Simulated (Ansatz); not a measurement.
A crystal relaxed with r2SCAN in Ansatz 0.2.0 has space group Pm-3m (No. 221) and a = 2.903 Å.

```tsv
atom	site	x	y	z
Ca	1a	0.0000	0.0000	0.0000
Xx	1b	0.5000	0.5000	0.5000
```

r2SCAN gives an indirect gap of 3.28 eV, from M to Γ; the least direct gap is 3.58 eV at Γ. The HSE06 gap is indirect, 4.48 eV (M to Γ), below the direct gap of 4.82 eV at Γ. With PBE the valence top lies at M and the conduction bottom at Γ, 2.77 eV higher; the smallest vertical gap, at Γ, is 3.08 eV. Meshes: r2SCAN 8×8×8, HSE06 6×6×6, PBE 8×8×8. r2SCAN's ε∞ is 4.1 in all directions.

Task: Which element is Xx?
A. Te
B. S
C. O
D. Se

Result: C. Xx is O: CaO built on the CsCl prototype. Around Ca lie 8 O at 2.51 Å; around O lie 8 Ca at 2.51 Å.

No spin polarisation and no zero-point or thermal motion; the cell was built from a prototype and may be hypothetical.

The meshes of the hybrids are coarse, so their gaps aren't converged to the digits shown.
